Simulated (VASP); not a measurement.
# CaF2 (Fluorite) (Fm-3m) in VASP: notebook

One crystal, CaF2 (Fluorite), is run at these levels: PBE; tasks: phonons, dielectric tensor.

All numbers are computed with VASP 6.6.1; they aren't measurements. Logs are shortened: lines on timing, memory, paths and dates and some standing lists are left out, and cuts for length are marked.

## (1) The structure

Symmetry: Fm-3m, No. 225, cubic system. Conventional cell: a = 5.513 Å, b = 5.513 Å, c = 5.513 Å, α = 90.00°, β = 90.00°, γ = 90.00°. Around Ca (site symmetry m-3m) lie 8 F at 2.39 Å. F (site symmetry -43m) has 4 Ca at 2.39 Å as nearest neighbours.

## (2) Phonons, PBE

Contents of POSCAR:

```
CaF2
1.0
    0.0000000000      2.7566564143      2.7566564143
    2.7566564143      0.0000000000      2.7566564143
    2.7566564143      2.7566564143     -0.0000000000
  Ca              F
     1     2
Direct
     0.0000000000000000    0.0000000000000000    1.0000000000000000
     0.2500000000000000    0.2500000000000000    0.2500000000000000
     0.7500000000000000    0.7500000000000000    0.7500000000000000
```

Contents of INCAR.step1:

```
SYSTEM = CaF2
PREC = Accurate ; ENCUT = 600
EDIFF = 1E-8 ; ISMEAR = 0
SIGMA = 0.03 ; LREAL = .False.
LASPH = .True. ; NELM = 80
ALGO = Normal ; ISIF = 3
LWAVE = .False. ; LCHARG = .False.
GGA = PE ; KPAR = 2
IBRION = 2 ; NSW = 40
EDIFFG = -0.002
```

Contents of INCAR.step2:

```
SYSTEM = CaF2
PREC = Accurate ; ENCUT = 600
EDIFF = 1E-8 ; ISMEAR = 0
SIGMA = 0.03 ; LREAL = .False.
LASPH = .True. ; NELM = 80
ALGO = Normal ; ISIF = 2
LWAVE = .False. ; LCHARG = .False.
GGA = PE ; KPAR = 2
IBRION = 6 ; NFREE = 2
POTIM = 0.015 ; NSW = 1
```

Contents of KPOINTS:

```
regular mesh
0
Gamma
  8 8 8
  0 0 0
```

Potentials or basis: VASP PAW PBE potentials, release 64 (Ca_sv, F).

On the command line:

```
$ cat potpaw_PBE.64/Ca_sv/POTCAR potpaw_PBE.64/F/POTCAR > POTCAR
$ cp INCAR.step1 INCAR
$ mpirun -np 2 vasp_std > vasp.out
$ cp CONTCAR POSCAR
$ cp INCAR.step2 INCAR
$ mpirun -np 2 vasp_std > vasp.out
```

OUTCAR:

```text
SYSTEM = CaF2
   PREC = Accurate
   ENCUT = 600
   EDIFF = 1E-8
   ISMEAR = 0
   LREAL = .False.
   LASPH = .True.
   NELM = 80
   ISIF = 2
   GGA = PE
   IBRION = 6
   NFREE = 2
   POTIM = 0.015
   NSW = 1

 ion  position               nearest neighbor table
   1  0.000  0.000  0.000-   3 2.39   3 2.39   3 2.39   2 2.39   3 2.39   2 2.39   2 2.39   2 2.39

   2  0.250  0.250  0.250-   1 2.39   1 2.39   1 2.39   1 2.39
   3  0.750  0.750  0.750-   1 2.39   1 2.39   1 2.39   1 2.39

  LATTYP: Found a face centered cubic cell.
 ALAT       =     5.5133128286

  Lattice vectors:

 A1 = (   0.0000000000,   2.7566564143,   2.7566564143)
 A2 = (   2.7566564143,   0.0000000000,   2.7566564143)
 A3 = (   2.7566564143,   2.7566564143,   0.0000000000)

Analysis of symmetry for initial positions (statically):
=====================================================================
 Subroutine PRICEL returns:
 Original cell was already a primitive cell.

 Routine SETGRP: Setting up the symmetry group for a
 face centered cubic supercell.

 Subroutine GETGRP returns: Found 48 space group operations
 (whereof 48 operations were pure point group operations)
 out of a pool of 48 trial point group operations.

The static configuration has the point symmetry O_h .

Analysis of symmetry for dynamics (positions and initial velocities):
=====================================================================
 Subroutine PRICEL returns:
 Original cell was already a primitive cell.

 Routine SETGRP: Setting up the symmetry group for a
 face centered cubic supercell.

 Subroutine GETGRP returns: Found 48 space group operations
 (whereof 48 operations were pure point group operations)
 out of a pool of 48 trial point group operations.

The dynamic configuration has the point symmetry O_h .

 Subroutine INISYM returns: Found 48 space group operations
 (whereof 48 operations are pure point group operations),
 and found     1 'primitive' translations

----------------------------------------------------------------------------------------

                                     Primitive cell

  volume of cell :      41.8965

  direct lattice vectors                    reciprocal lattice vectors
     0.000000000  2.756656414  2.756656414    -0.181379151  0.181379151  0.181379151
     2.756656414  0.000000000  2.756656414     0.181379151 -0.181379151  0.181379151
     2.756656414  2.756656414  0.000000000     0.181379151  0.181379151 -0.181379151

  length of vectors
     3.898500888  3.898500888  3.898500888     0.314157905  0.314157905  0.314157905

  position of ions in fractional coordinates (direct lattice)
     0.000000000  0.000000000  0.000000000
     0.250000000  0.250000000  0.250000000
     0.750000000  0.750000000  0.750000000

  ion indices of the primitive-cell ions
   primitive index   ion index
                 1           1
                 2           2
                 3           3

----------------------------------------------------------------------------------------

 KPOINTS: regular mesh

Automatic generation of k-mesh.
 Grid dimensions read from file:
 generate k-points for:    8    8    8

 Generating k-lattice:

  Cartesian coordinates                     Fractional coordinates (reciprocal lattice)
    -0.022672394  0.022672394  0.022672394     0.125000000  0.000000000  0.000000000
     0.022672394 -0.022672394  0.022672394     0.000000000  0.125000000  0.000000000
[... 61 lines left out ...]
   NSW    =     73    number of steps for IOM
   IBRION =      6    ionic relax: 0-MD 1-quasi-New 2-CG
   NFREE  =      2    steps in history (QN), initial steepest desc. (CG)
   ISIF   =      2    stress and relaxation
   ISYM   =      2    0-nonsym 1-usesym 2-fastsym
   POTIM  = 0.0150    time-step for ionic-motion
   TEBEG  =    0.0;   TEEND  =   0.0 temperature during run
   PSTRESS=    0.0 pullay stress
   NELECT =      24.0000    total number of electrons
   NUPDOWN=      -1.0000    fix difference up-down
   EMIN   =  10.00;   EMAX   =-10.00  energy-range for DOS
   EFERMI =   0.00;   METHOD = LEGACY
   ISMEAR =     0;   SIGMA  =   0.03  broadening in eV -4-tet -1-fermi 0-gaus
   EFERMI_NEDOS =   21; number of points for ismear=-14 and -15
   IALGO  =     38    algorithm
   IMIX   =      4    mixing-type and parameters
     AMIX     =   0.40;   BMIX     =  1.00
     AMIX_MAG =   1.60;   BMIX_MAG =  1.00
  volume/ion in A,a.u.               =      13.97        94.24
  Fermi-wavevector in a.u.,A,eV,Ry     =   1.359625  2.569319 25.151475  1.848581
  Thomas-Fermi vector in A             =   2.486357
   LORBIT       =      0    0 simple, 1 ext, 2 COOP (PROOUT), +10 PAW based schemes
   GGA     = PE    functional components
   LHFCALC =     F    Hartree Fock is set to
   AEXX    =    0.0000 exact exchange contribution
   IVDW    =     0    specifies the selected vdW correction
   LEPSILON=     F    determine dielectric tensor
   LRPA    =     F    only Hartree local field effects (RPA)
 finite differences with symmetry
 non-spin polarized calculation
 Gauss-broadening in eV      SIGMA  =   0.03
  energy-cutoff  :      600.00
  volume of cell :       41.90
 maximum number of plane-waves:      1424
   NGX = 15   NGY = 15   NGZ = 15

--------------------------------------- Ionic step        1  -------------------------------------------

 number of electron      24.0000003 magnetization

 Free energy of the ion-electron system (eV)
  ---------------------------------------------------
  ext. energy  EPLUGINS =         0.00000000
  ---------------------------------------------------
  free energy    TOTEN  =       -17.34489780 eV

  energy without entropy =      -17.34489780  energy(sigma->0) =      -17.34489780

------------------------ aborting loop because EDIFF is reached ----------------------------------------

  FORCE on cell =-STRESS in cart. coord.  units (eV):
  Direction    XX          YY          ZZ          XY          YZ          ZX
  --------------------------------------------------------------------------------------
  -------------------------------------------------------------------------------------
  Total       -0.0001093     -0.0001093     -0.0001093      0.0000000      0.0000000     -0.0000000
  in kB       -0.0041783     -0.0041783     -0.0041783      0.0000000      0.0000000     -0.0000000
  external PRESSURE =      -0.0041783 kB  Pullay stress =       0.0000000 kB
[... 135 lines left out ...]
--------------------------------------- Ionic step        5  -------------------------------------------

 number of electron      24.0000003 magnetization

 Free energy of the ion-electron system (eV)
  ---------------------------------------------------
  ext. energy  EPLUGINS =         0.00000000
  ---------------------------------------------------
  free energy    TOTEN  =       -17.34441304 eV

  energy without entropy =      -17.34441304  energy(sigma->0) =      -17.34441304

 E-fermi :  -0.8728     XC(G=0):  -9.4927

 val. band max:       -1.1176674226   @ k =   0.0000   0.5000   0.5000
 cond. band min:       5.9967687294   @ k =   0.0000   0.0000   0.0000
 fundamental gap:      7.1144361520
 Fermi energy:        -0.8728250495

 k-point     1 :       0.0000    0.0000    0.0000
  band No.  band energies     occupation
      1     -37.2786      2.00000
      2     -20.9849      2.00000
      3     -20.2555      2.00000
      4     -18.2187      2.00000
      5     -18.2174      2.00000
      6     -18.2164      2.00000
[... 433 lines left out ...]
      3     -20.8164      2.00000
      4     -18.2767      2.00000
      5     -18.0665      2.00000
      6     -17.8233      2.00000
[... 8 lines left out ...]
     15       8.5497      0.00000
     16       9.0006      0.00000

 [... further k-points ...]

------------------------ aborting loop because EDIFF is reached ----------------------------------------

  FORCE on cell =-STRESS in cart. coord.  units (eV):
  Direction    XX          YY          ZZ          XY          YZ          ZX
  --------------------------------------------------------------------------------------
  -------------------------------------------------------------------------------------
  Total        0.0021695      0.0011697      0.0011697      0.0000000      0.0318483      0.0000000
  in kB        0.0829647      0.0447326      0.0447326      0.0000000      1.2179205      0.0000000
  external PRESSURE =       0.0574766 kB  Pullay stress =       0.0000000 kB
[... 18 lines left out ...]
  FREE ENERGIE OF THE ION-ELECTRON SYSTEM (eV)
  ---------------------------------------------------
  free  energy   TOTEN  =       -17.3444130381 eV

  energy  without entropy=      -17.3444130381  energy(sigma->0) =      -17.34441304

 INTERNAL STRAIN TENSORS FROM DISPLACED ATOMS
 ============================================

 INTERNAL STRAIN TENSOR FOR ION    1 for displacements in x,y,z  (eV/Angst):
          X           Y           Z          XY          YZ          ZX
  --------------------------------------------------------------------------------
  x     0.00000     0.00000     0.00000     0.00000     0.00000     0.00000
  y     0.00000     0.00000     0.00000     0.00000     0.00000     0.00000
  z     0.00000     0.00000     0.00000     0.00000     0.00000     0.00000

 INTERNAL STRAIN TENSOR FOR ION    3 for displacements in x,y,z  (eV/Angst):
          X           Y           Z          XY          YZ          ZX
  --------------------------------------------------------------------------------
  x     0.00000    -0.00000    -0.00000     0.00000     2.12144     0.00000
  y    -0.00000     0.00000    -0.00000     0.00000     0.00000     2.12144
  z    -0.00000    -0.00000     0.00000     2.12144     0.00000     0.00000

 Eigenvectors and eigenvalues of the dynamical matrix
 ----------------------------------------------------

   1 f  =    9.231643 THz    58.004124 2PiTHz  307.934468 cm-1    38.178991 meV
             X         Y         Z           dx          dy          dz
      0.000000  0.000000  0.000000     0.000000    0.000000    0.000000
      1.378328  1.378328  1.378328     0.703745   -0.025717   -0.063890
      4.134985  4.134985  4.134985    -0.703745    0.025717    0.063890
[... 43 lines left out ...]
   9 f/i=    0.003320 THz     0.020863 2PiTHz    0.110760 cm-1     0.013732 meV
             X         Y         Z           dx          dy          dz
      0.000000  0.000000  0.000000     0.602391    0.385991    0.044065
      1.378328  1.378328  1.378328     0.414352    0.265502    0.030310
      4.134985  4.134985  4.134985     0.414352    0.265502    0.030310

 ELASTIC MODULI CONTR FROM IONIC RELAXATION (kBar)
 Direction    XX          YY          ZZ          XY          YZ          ZX
 --------------------------------------------------------------------------------
 XX          -0.0000      0.0000      0.0000      0.0000     -0.0000      0.0000
 YY           0.0000     -0.0000      0.0000      0.0000      0.0000     -0.0000
 ZZ           0.0000      0.0000     -0.0000     -0.0000      0.0000      0.0000
 XY           0.0000      0.0000     -0.0000    -51.9588     -0.0000      0.0000
 YZ          -0.0000      0.0000      0.0000     -0.0000    -51.9588     -0.0000
 ZX           0.0000     -0.0000      0.0000      0.0000     -0.0000    -51.9588
 --------------------------------------------------------------------------------
```

It took 60 s on 2 MPI ranks of AMD EPYC 9R45 (Zen 5), shared host; peak memory 0.25 GiB.

What came out:

```yaml
Highest_phonon_frequency_at_Γ_LO-TO_splitting_left_out: 308 cm⁻¹
```

Phonon frequencies in cm⁻¹ (negative: imaginary):
```csv
q point,frequencies
"(0.000, 0.000, 0.000)",0 0 0 235 235 235 308 308 308
```

## (3) Dielectric tensor, PBE

Contents of INCAR:

```
SYSTEM = CaF2
PREC = Accurate ; ENCUT = 600
EDIFF = 1E-8 ; ISMEAR = 0
SIGMA = 0.03 ; LREAL = .False.
LASPH = .True. ; NELM = 80
ALGO = Normal ; ISIF = 2
LWAVE = .False. ; LCHARG = .False.
GGA = PE ; LEPSILON = .True.
KPAR = 2
```

Contents of KPOINTS:

```
regular mesh
0
Monkhorst
  14 14 14
  0 0 0
```

Contents of POSCAR:

```
CaF2                                    
1.0
    0.0000000000      2.7566564143      2.7566564143
    2.7566564143      0.0000000000      2.7566564143
    2.7566564143      2.7566564143      0.0000000000
  Ca              F             
     1     2
Direct
     0.0000000000000000    0.0000000000000000    0.0000000000000000
     0.2500000000000000    0.2500000000000000    0.2500000000000000
     0.7500000000000000    0.7500000000000000    0.7500000000000000
```

Potentials or basis: VASP PAW PBE potentials, release 64 (Ca_sv, F).

On the command line:

```
$ cat potpaw_PBE.64/Ca_sv/POTCAR potpaw_PBE.64/F/POTCAR > POTCAR
$ mpirun -np 2 vasp_std > vasp.out
```

OUTCAR:

```text
SYSTEM = CaF2
   PREC = Accurate
   ENCUT = 600
   EDIFF = 1E-8
   ISMEAR = 0
   LREAL = .False.
   LASPH = .True.
   NELM = 80
   ISIF = 2
   GGA = PE
   LEPSILON = .True.

 ion  position               nearest neighbor table
   1  0.000  0.000  0.000-   3 2.39   3 2.39   3 2.39   2 2.39   3 2.39   2 2.39   2 2.39   2 2.39

   2  0.250  0.250  0.250-   1 2.39   1 2.39   1 2.39   1 2.39
   3  0.750  0.750  0.750-   1 2.39   1 2.39   1 2.39   1 2.39

  LATTYP: Found a face centered cubic cell.
 ALAT       =     5.5133128286

  Lattice vectors:

 A1 = (   0.0000000000,   2.7566564143,   2.7566564143)
[... 710 lines left out ...]
     0.00004  0.00000 -0.00000
     0.00000  0.00004  0.00000
    -0.00000  0.00000 -0.00005

 MACROSCOPIC STATIC DIELECTRIC TENSOR (including local field effects in DFT)
 ------------------------------------------------------
           2.254473    -0.000000     0.000000
           0.000000     2.254473    -0.000000
           0.000000     0.000000     2.254473
 ------------------------------------------------------

 PIEZOELECTRIC TENSOR (including local field effects)  for field in x, y, z        (e  Angst)
          XX          YY          ZZ          XY          YZ          ZX
  --------------------------------------------------------------------------------
  x     0.00000     0.00000     0.00000     0.00000     0.00000     0.00000
  y     0.00000     0.00000     0.00000     0.00000     0.00000     0.00000
  z     0.00000     0.00000     0.00000     0.00000     0.00000     0.00000

 PIEZOELECTRIC TENSOR (including local field effects)  for field in x, y, z        (C/m^2)
          XX          YY          ZZ          XY          YZ          ZX
  --------------------------------------------------------------------------------
  x     0.00000     0.00000     0.00000     0.00000     0.00000     0.00000
  y     0.00000     0.00000     0.00000     0.00000     0.00000     0.00000
  z     0.00000     0.00000     0.00000     0.00000     0.00000     0.00000

 BORN EFFECTIVE CHARGES (including local field effects) (in |e|, cummulative output)
 ---------------------------------------------------------------------------------
 ion    1
    1     2.36047     0.00000     0.00000
    2     0.00000     2.36047     0.00000
    3     0.00000     0.00000     2.36047
 ion    2
    1    -1.18023     0.00000     0.00000
    2     0.00000    -1.18023     0.00000
    3     0.00000     0.00000    -1.18023
 ion    3
    1    -1.18023     0.00000     0.00000
    2     0.00000    -1.18023     0.00000
    3     0.00000     0.00000    -1.18023
```

OSZICAR:

```text
N       E                     dE             d eps       ncg     rms          rms(c)
DAV:   1     0.241442769808E+03    0.24144E+03   -0.15060E+04  8960   0.170E+03
DAV:   2    -0.781551243472E+01   -0.24926E+03   -0.24410E+03 11512   0.411E+02
DAV:   3    -0.182603922485E+02   -0.10445E+02   -0.10437E+02 10112   0.948E+01
[... 12 lines left out ...]
RMM:  13    -0.158472428491E+00    0.17615E-05   -0.95228E-07 60645   0.867E-04    0.118E-04
RMM:  14    -0.158472669774E+00   -0.24128E-06   -0.50230E-07 60348   0.386E-04    0.121E-04
RMM:  15    -0.158473038262E+00   -0.36849E-06   -0.26288E-07 50105   0.220E-04    0.632E-05
RMM:  16    -0.158473263134E+00   -0.22487E-06   -0.13478E-07 42992   0.131E-04    0.268E-05
RMM:  17    -0.158473344239E+00   -0.81105E-07   -0.53632E-08 31963   0.817E-05    0.114E-05
RMM:  18    -0.158473371947E+00   -0.27708E-07   -0.16044E-08 27746   0.711E-05    0.458E-06
```

stdout:

```text
POSCAR found type information on POSCAR CaF
 POSCAR found :  2 types and       3 ions
 scaLAPACK will be used
 LDA part: xc-table for (Slater+PW92), standard interpolation
 -----------------------------------------------------------------------------
|                                                                             |
|           W    W    AA    RRRRR   N    N  II  N    N   GGGG   !!!           |
[... 38 lines left out ...]
  Direction:   1
 dielectric tensor                  component  1 :     2.254     0.003    -0.003
 Linear response to external field, progress :
  Direction:   2
 dielectric tensor                  component  2 :     0.003     2.254    -0.003
 Linear response to external field, progress :
  Direction:   3
 dielectric tensor                  component  3 :     0.002    -0.002     2.254
 Born effective charges drift removed
```

Run time: 26 min. Hardware: 2 MPI ranks of AMD EPYC 9R45 (Zen 5), shared host; peak memory 1.4 GiB.

Results:

```
Electronic dielectric tensor (diagonal) : 2.25
Born charges (mean of the diagonal)     : Ca +2.36; F -1.18 e
```

Electronic dielectric tensor:
```
2.25 0.00 0.00
0.00 2.25 0.00
0.00 0.00 2.25
```

Born effective charge tensors (e):
atom 1, Ca
```
2.36 0.00 0.00
0.00 2.36 0.00
0.00 0.00 2.36
```
atom 2, F
```
-1.18  0.00  0.00
 0.00 -1.18  0.00
 0.00  0.00 -1.18
```
atom 3, F
```
-1.18  0.00  0.00
 0.00 -1.18  0.00
 0.00  0.00 -1.18
```
